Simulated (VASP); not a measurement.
# Sn (Fd-3m) in VASP: settings compared, part 2 of 2

VASP 6.6.1. The steps go on from the part before.

**3. Band structure, r2SCAN**

INCAR reads:

```
SYSTEM = Sn
  ALGO = Normal
  EDIFF = 1E-7
  ENCUT = 520
  ISIF = 2
  ISMEAR = 0
  LASPH = .TRUE.
  LCHARG = .FALSE.
  LMIXTAU = .TRUE.
  LREAL = .FALSE.
  LWAVE = .FALSE.
  METAGGA = R2SCAN
  NELM = 80
  PREC = Accurate
  SIGMA = 0.03
```

KPOINTS reads:

```
k-points
0
G
  10 10 10
  0 0 0
```

POSCAR reads:

```
Sn                                      
1.0
    0.0000000000      3.2685833775      3.2685833775
    3.2685833775      0.0000000000      3.2685833775
    3.2685833775      3.2685833775      0.0000000000
  Sn            
     2
Direct
     0.0000000000000000    0.0000000000000000    0.0000000000000000
     0.2500000000000000    0.2500000000000000    0.2500000000000000
```

KPOINTS_OPT is that of step 2.

Potentials or basis: VASP PAW PBE potentials, release 64 (Sn_d).

Run with:

```sh
$ cat potpaw_PBE.64/Sn_d/POTCAR > POTCAR
$ mpirun -np 1 vasp_std > vasp.out
```

OUTCAR:

```text
SYSTEM = Sn
   EDIFF = 1E-7
   ENCUT = 520
   ISIF = 2
   ISMEAR = 0
   LASPH = .TRUE.
   LREAL = .FALSE.
   METAGGA = R2SCAN
   NELM = 80
   PREC = Accurate

 ion  position               nearest neighbor table
   1  0.000  0.000  0.000-   2 2.83   2 2.83   2 2.83   2 2.83
   2  0.250  0.250  0.250-   1 2.83   1 2.83   1 2.83   1 2.83

  LATTYP: Found a face centered cubic cell.
 ALAT       =     6.5371667550

  Lattice vectors:

 A1 = (   0.0000000000,   3.2685833775,   3.2685833775)
 A2 = (   3.2685833775,   0.0000000000,   3.2685833775)
 A3 = (   3.2685833775,   3.2685833775,   0.0000000000)

Analysis of symmetry for initial positions (statically):
=====================================================================
 Subroutine PRICEL returns:
 Original cell was already a primitive cell.

 Routine SETGRP: Setting up the symmetry group for a
 face centered cubic supercell.

 Subroutine GETGRP returns: Found 48 space group operations
 (whereof 24 operations were pure point group operations)
 out of a pool of 48 trial point group operations.

The static configuration has the point symmetry T_d .
 The point group associated with its full space group is O_h .

Analysis of symmetry for dynamics (positions and initial velocities):
=====================================================================
 Subroutine PRICEL returns:
 Original cell was already a primitive cell.

 Routine SETGRP: Setting up the symmetry group for a
 face centered cubic supercell.

 Subroutine GETGRP returns: Found 48 space group operations
 (whereof 24 operations were pure point group operations)
 out of a pool of 48 trial point group operations.

The dynamic configuration has the point symmetry T_d .
 The point group associated with its full space group is O_h .

 Subroutine INISYM returns: Found 48 space group operations
 (whereof 24 operations are pure point group operations),
 and found     1 'primitive' translations

----------------------------------------------------------------------------------------

                                     Primitive cell

[... 112 lines left out ...]
  Fermi-wavevector in a.u.,A,eV,Ry     =   1.207141  2.281165 19.826260  1.457189
  Thomas-Fermi vector in A             =   2.342787
   LORBIT       =      0    0 simple, 1 ext, 2 COOP (PROOUT), +10 PAW based schemes
   METAGGA = R2SCAN    functional components
   LHFCALC =     F    Hartree Fock is set to
   AEXX    =    0.0000 exact exchange contribution
   IVDW    =     0    specifies the selected vdW correction
   LEPSILON=     F    determine dielectric tensor
   LRPA    =     F    only Hartree local field effects (RPA)
 non-spin polarized calculation
 Gauss-broadening in eV      SIGMA  =   0.03
  energy-cutoff  :      520.00
  volume of cell :       69.84
 maximum number of plane-waves:      1901
 NGX is ok and might be reduce to    36
   NGX = 17   NGY = 17   NGZ = 17

 number of electron      27.9999987 magnetization

 Free energy of the ion-electron system (eV)
  ---------------------------------------------------
  ext. energy  EPLUGINS =         0.00000000
  ---------------------------------------------------
  free energy    TOTEN  =       -49.49175643 eV

  energy without entropy =      -49.49171008  energy(sigma->0) =      -49.49173326

 E-fermi :   5.3621     XC(G=0):  -9.4885

 val. band max:        5.3529270969   @ k =   0.0000   0.0000   0.0000
 cond. band min:       5.4410975936   @ k =   0.5000   0.0000   0.0000
 fundamental gap:      0.0881704967
 Fermi energy:         5.3620538319

 k-point     1 :       0.0000    0.0000    0.0000
  band No.  band energies     occupation
      1     -17.0123      2.00000
      2     -17.0123      2.00000
      3     -17.0123      2.00000
      4     -16.9487      2.00000
      5     -16.9487      2.00000
      6     -16.6429      2.00000
[... 481 lines left out ...]
      5     -16.8290      2.00000
      6     -16.7983      2.00000
[... 10 lines left out ...]
     17      11.0267      0.00000
     18      11.4968      0.00000

 [... further k-points ...]

------------------------ aborting loop because EDIFF is reached ----------------------------------------

  FORCE on cell =-STRESS in cart. coord.  units (eV):
  Direction    XX          YY          ZZ          XY          YZ          ZX
  --------------------------------------------------------------------------------------
  -------------------------------------------------------------------------------------
  Total        0.2344553      0.2344553      0.2344553      0.0000000      0.0000000     -0.0000000
  in kB        5.3785101      5.3785101      5.3785101      0.0000000      0.0000000     -0.0000000
  external PRESSURE =       5.3785101 kB  Pullay stress =       0.0000000 kB

 VOLUME and BASIS-vectors are now :
 -----------------------------------------------------------------------------
  energy-cutoff  :      520.00
  volume of cell :       69.84
      direct lattice vectors                 reciprocal lattice vectors
     0.000000000  3.268583378  3.268583378    -0.152971469  0.152971469  0.152971469
     3.268583378  0.000000000  3.268583378     0.152971469 -0.152971469  0.152971469
     3.268583378  3.268583378  0.000000000     0.152971469  0.152971469 -0.152971469

 POSITION                                       TOTAL-FORCE (eV/Angst)
 -----------------------------------------------------------------------------------
      0.00000      0.00000      0.00000         0.000000      0.000000      0.000000
      1.63429      1.63429      1.63429        -0.000000     -0.000000     -0.000000
 -----------------------------------------------------------------------------------
    total drift:                                0.000000      0.000000      0.000000

  FREE ENERGIE OF THE ION-ELECTRON SYSTEM (eV)
  ---------------------------------------------------
  free  energy   TOTEN  =       -49.4917564320 eV

  energy  without entropy=      -49.4917100808  energy(sigma->0) =      -49.49173326
```

OSZICAR:

```text
N       E                     dE             d eps       ncg     rms          rms(c)
DAV:   1     0.166928895563E+03    0.16693E+03   -0.15432E+04  1692   0.226E+03
DAV:   2    -0.333299541664E+02   -0.20026E+03   -0.19818E+03  1694   0.451E+02
DAV:   3    -0.530361776849E+02   -0.19706E+02   -0.19543E+02  1946   0.150E+02
DAV:   4    -0.536855732001E+02   -0.64940E+00   -0.64535E+00  1898   0.294E+01
DAV:   5    -0.537130563142E+02   -0.27483E-01   -0.27481E-01  2336   0.555E+00    0.479E+00
DAV:   6    -0.495970088570E+02    0.41160E+01   -0.13991E+00  1848   0.219E+01    0.228E+00
DAV:   7    -0.490432195667E+02    0.55379E+00   -0.51555E-01  1770   0.902E+00    0.913E-01
DAV:   8    -0.495466086259E+02   -0.50339E+00   -0.37329E-01  1700   0.600E+00    0.371E-01
DAV:   9    -0.494802351770E+02    0.66373E-01   -0.21782E-02  1742   0.137E+00    0.249E-01
DAV:  10    -0.494782787300E+02    0.19564E-02   -0.36042E-03  1724   0.640E-01    0.215E-01
[... 63 further cycles ...]
DAV:   1     0.252353391939E+05   -0.16986E+05      612
DAV:   2     0.218889724380E+05   -0.33464E+04      620
DAV:   3     0.215773435038E+05   -0.31163E+03      658
DAV:   4     0.215678326367E+05   -0.95109E+01      680
DAV:   5     0.215673370936E+05   -0.49554E+00      878
DAV:   6     0.215673229419E+05   -0.14152E-01      746
DAV:   7     0.215673223681E+05   -0.57376E-03      892
DAV:   8     0.215673223614E+05   -0.67144E-05      748
DAV:   9     0.215673223612E+05   -0.15211E-06      424
DAV:  10     0.215673223612E+05   -0.42175E-07      388
```

stdout:

```text
POSCAR found type information on POSCAR Sn
 POSCAR found :  1 types and       2 ions
 scaLAPACK will be used
 -----------------------------------------------------------------------------
|                                                                             |
|                                                                             |
|     You enforced a specific xc type in the INCAR file but a different       |
|     I HOPE YOU KNOW WHAT YOU ARE DOING!                                     |
|                                                                             |
 -----------------------------------------------------------------------------

 LDA part: xc-table for (None), standard interpolation
 POSCAR, INCAR and KPOINTS ok, starting setup
 FFT: planning ... GRIDC
 FFT: planning ... GRID_SOFT
 FFT: planning ... GRID
 WAVECAR not read
 entering main loop
 Start KPOINTS_OPT (optional k-point list driver)
k-point batch [1-47\252]
k-point batch [48-94\252]
k-point batch [95-141\252]
k-point batch [142-188\252]
k-point batch [189-235\252]
k-point batch [236-252\252]
```

It took 8.1 min on 1 thread of Intel Xeon Platinum 8488C (Sapphire Rapids), shared host; peak memory 0.25 GiB.

Results:

```yaml
Free_energy: -49.4918 eV
Pressure: 0.5 GPa
Band_gap_along_the_path: none (metal or under the smearing width)
```

Levels at the corners of the path, in eV from the Fermi level:
| point | band 10 | band 11 | band 12 | band 13 | band 14 | band 15 | band 16 | band 17 | band 18 |
| --- | --- | --- | --- | --- | --- | --- | --- | --- | --- |
| Γ | -21.99 | -11.00 | -0.53 | -0.01 | -0.01 | -0.01 | 2.21 | 2.21 | 2.21 |
| X | -21.93 | -7.80 | -7.80 | -2.62 | -2.62 | 0.93 | 0.93 | 8.00 | 8.00 |
| X | -21.93 | -7.80 | -7.80 | -2.62 | -2.62 | 0.93 | 0.93 | 8.00 | 8.00 |
| W | -21.91 | -7.74 | -7.74 | -3.18 | -3.18 | 3.58 | 3.58 | 4.20 | 4.20 |
| W | -21.91 | -7.74 | -7.74 | -3.18 | -3.18 | 3.58 | 3.58 | 4.20 | 4.20 |
| K | -21.90 | -8.22 | -7.29 | -3.52 | -2.25 | 1.21 | 3.52 | 5.99 | 6.21 |
| K | -21.90 | -8.22 | -7.29 | -3.52 | -2.25 | 1.21 | 3.52 | 5.99 | 6.21 |
| Γ | -21.99 | -11.00 | -0.53 | -0.01 | -0.01 | -0.01 | 2.21 | 2.21 | 2.21 |
| Γ | -21.99 | -11.00 | -0.53 | -0.01 | -0.01 | -0.01 | 2.21 | 2.21 | 2.21 |
| L | -21.95 | -9.32 | -6.52 | -1.25 | -1.25 | 0.08 | 3.34 | 3.34 | 5.95 |
| L | -21.95 | -9.32 | -6.52 | -1.25 | -1.25 | 0.08 | 3.34 | 3.34 | 5.95 |
| U | -21.90 | -8.22 | -7.29 | -3.52 | -2.25 | 1.21 | 3.52 | 5.99 | 6.21 |
| U | -21.90 | -8.22 | -7.29 | -3.52 | -2.25 | 1.21 | 3.52 | 5.99 | 6.21 |
| W | -21.91 | -7.74 | -7.74 | -3.18 | -3.18 | 3.58 | 3.58 | 4.20 | 4.20 |
| W | -21.91 | -7.74 | -7.74 | -3.18 | -3.18 | 3.58 | 3.58 | 4.20 | 4.20 |
| L | -21.95 | -9.32 | -6.52 | -1.25 | -1.25 | 0.08 | 3.34 | 3.34 | 5.95 |
| L | -21.95 | -9.32 | -6.52 | -1.25 | -1.25 | 0.08 | 3.34 | 3.34 | 5.95 |
| K | -21.90 | -8.22 | -7.29 | -3.52 | -2.25 | 1.21 | 3.52 | 5.99 | 6.21 |
| U | -21.90 | -8.22 | -7.29 | -3.52 | -2.25 | 1.21 | 3.52 | 5.99 | 6.21 |
| X | -21.93 | -7.80 | -7.80 | -2.62 | -2.62 | 0.93 | 0.93 | 8.00 | 8.00 |

Caveat: the PAW data sets were made with another functional, which shifts forces and pressure a little; spin-orbit coupling is left out, which moves the levels of the heavy elements.

**4. Band structure, PBE, spin-orbit coupling, no magnetisation**

INCAR reads:

```
SYSTEM = Sn
  ALGO = Fast
  EDIFF = 1E-7
  ENCUT = 520
  GGA = PE
  GGA_COMPAT = .FALSE.
  ISIF = 2
  ISMEAR = 0
  LASPH = .TRUE.
  LCHARG = .FALSE.
  LNONCOLLINEAR = .TRUE.
  LORBIT = 11
  LREAL = .FALSE.
  LSORBIT = .TRUE.
  LWAVE = .FALSE.
  MAGMOM = 0 0 0 0 0 0
  NELM = 80
  PREC = Accurate
  SIGMA = 0.03
```

KPOINTS reads:

```
k-points
0
G
  6 6 6
  0 0 0
```

POSCAR is that of step 3.

KPOINTS_OPT is that of step 3.

Potentials or basis: VASP PAW PBE potentials, release 64 (Sn_d).

Run with:

```sh
$ cat potpaw_PBE.64/Sn_d/POTCAR > POTCAR
$ mpirun -np 1 vasp_ncl > vasp.out
```

OUTCAR:

```text
SYSTEM = Sn
   EDIFF = 1E-7
   ENCUT = 520
   GGA = PE
   ISIF = 2
   ISMEAR = 0
   LASPH = .TRUE.
   LNONCOLLINEAR = .TRUE.
   LORBIT = 11
   LREAL = .FALSE.
   LSORBIT = .TRUE.
   NELM = 80
   PREC = Accurate

 ion  position               nearest neighbor table
   1  0.000  0.000  0.000-   2 2.83   2 2.83   2 2.83   2 2.83
   2  0.250  0.250  0.250-   1 2.83   1 2.83   1 2.83   1 2.83

  LATTYP: Found a face centered cubic cell.
 ALAT       =     6.5371667550

  Lattice vectors:

 A1 = (   0.0000000000,   3.2685833775,   3.2685833775)
 A2 = (   3.2685833775,   0.0000000000,   3.2685833775)
 A3 = (   3.2685833775,   3.2685833775,   0.0000000000)

Analysis of symmetry for initial positions (statically):
=====================================================================
 Subroutine PRICEL returns:
 Original cell was already a primitive cell.

 Routine SETGRP: Setting up the symmetry group for a
 face centered cubic supercell.

 Subroutine GETGRP returns: Found 48 space group operations
 (whereof 24 operations were pure point group operations)
 out of a pool of 48 trial point group operations.

[... 857 lines left out ...]
     0.0000000     0.0000000     0.0000000     0.0000000     0.0000000     0.0000000     0.0000000
     0.0000000     0.0000000     0.0000000     0.0000000     0.0000000     0.0000000     0.0000000
     0.0000000     0.0000000     0.0000000     0.0000000     0.0000000     0.0000000     0.0000000
     0.0000000     0.0000000     0.0000000     0.0000000     0.0000000     0.0000000     0.0000000
     0.0000000     0.0000000     0.0000000     0.0000000     0.0000000     0.0000000     0.0000000

 Ion:    2  E_soc:     -0.1139135
 l=   1
     0.0000000    -0.0127603    -0.0127603
    -0.0127603     0.0000000    -0.0127603
    -0.0127603    -0.0127603     0.0000000
 l=   2
     0.0000000    -0.0012425     0.0000000    -0.0012425    -0.0049828
    -0.0012425     0.0000000    -0.0037371    -0.0012425    -0.0012457
     0.0000000    -0.0037371     0.0000000    -0.0037371     0.0000000
    -0.0012425    -0.0012425    -0.0037371     0.0000000    -0.0012457
    -0.0049828    -0.0012457     0.0000000    -0.0012457     0.0000000
 l=   3
     0.0000000     0.0000000     0.0000000     0.0000000     0.0000000     0.0000000     0.0000000
     0.0000000     0.0000000     0.0000000     0.0000000     0.0000000     0.0000000     0.0000000
     0.0000000     0.0000000     0.0000000     0.0000000     0.0000000     0.0000000     0.0000000
     0.0000000     0.0000000     0.0000000     0.0000000     0.0000000     0.0000000     0.0000000
     0.0000000     0.0000000     0.0000000     0.0000000     0.0000000     0.0000000     0.0000000
     0.0000000     0.0000000     0.0000000     0.0000000     0.0000000     0.0000000     0.0000000
     0.0000000     0.0000000     0.0000000     0.0000000     0.0000000     0.0000000     0.0000000

 total charge

# of ion       s       p       d       tot
------------------------------------------
    1        1.163   1.202   9.966  12.331
    2        1.163   1.202   9.966  12.331
--------------------------------------------------
tot          2.326   2.403  19.933  24.662

 magnetization (x)

# of ion       s       p       d       tot
------------------------------------------
    1       -0.000  -0.000   0.000  -0.000
    2        0.000  -0.000   0.000  -0.000
--------------------------------------------------
tot          0.000  -0.000   0.000  -0.000

 magnetization (y)

# of ion       s       p       d       tot
------------------------------------------
    1        0.000  -0.000  -0.000  -0.000
    2        0.000  -0.000  -0.000  -0.000
--------------------------------------------------
tot          0.000  -0.000  -0.000  -0.000

 magnetization (z)

# of ion       s       p       d       tot
------------------------------------------
    1       -0.000  -0.000  -0.000  -0.000
    2       -0.000  -0.000  -0.000  -0.000
--------------------------------------------------
tot         -0.000  -0.000  -0.000  -0.000
```

stdout:

```text
POSCAR found type information on POSCAR Sn
 POSCAR found :  1 types and       2 ions
 scaLAPACK will be used
 LDA part: xc-table for (Slater+PW92), standard interpolation
 POSCAR, INCAR and KPOINTS ok, starting setup
 FFT: planning ... GRIDC
 FFT: planning ... GRID_SOFT
 FFT: planning ... GRID
 WAVECAR not read
 entering main loop
 num prob RMM:  17    -0.774739195474E+01   -0.62851E-08   -0.45873E-08   741   0.211E-03
 Start KPOINTS_OPT (optional k-point list driver)
k-point batch [1-16\252]
k-point batch [17-32\252]
k-point batch [33-48\252]
k-point batch [49-64\252]
k-point batch [65-80\252]
k-point batch [81-96\252]
[... 8 lines left out ...]
k-point batch [225-240\252]
k-point batch [241-252\252]
```

It took 9.6 min on 1 thread of Intel Xeon Platinum 8488C (Sapphire Rapids), shared host; peak memory 0.4 GiB.

What came out:

- Free energy: -7.7474 eV
- Pressure: 2.1 GPa
- Valence electrons inside the program's atomic spheres: Sn 12.33

**5. The runs side by side**

| level | potentials or basis | spin | k mesh | further INCAR settings | pressure (GPa) |
| --- | --- | --- | --- | --- | --- |
| LDA | VASP PAW LDA potentials, release 64 (Sn_d) | off | 10 × 10 × 10 | ALGO = Fast; EDIFF = 1e-07 | -1.2 |
| r2SCAN | VASP PAW PBE potentials, release 64 (Sn_d) | off | 10 × 10 × 10 | ALGO = Normal; EDIFF = 1e-07 | 0.5 |
| PBE | VASP PAW PBE potentials, release 64 (Sn_d) | SOC, no magnetisation | 6 × 6 × 6 | ALGO = Fast; EDIFF = 1e-07 | 2.1 |

Alike in all rows: task band structure; cell as given; cutoff (eV) 520; smearing gaussian 0.03 eV.

Caveats: spin-orbit coupling is left out, which moves the levels of the heavy elements (some runs); the PAW data sets were made with another functional, which shifts forces and pressure a little (some runs).

Absolute energies hang on the potentials; compare differences alone.
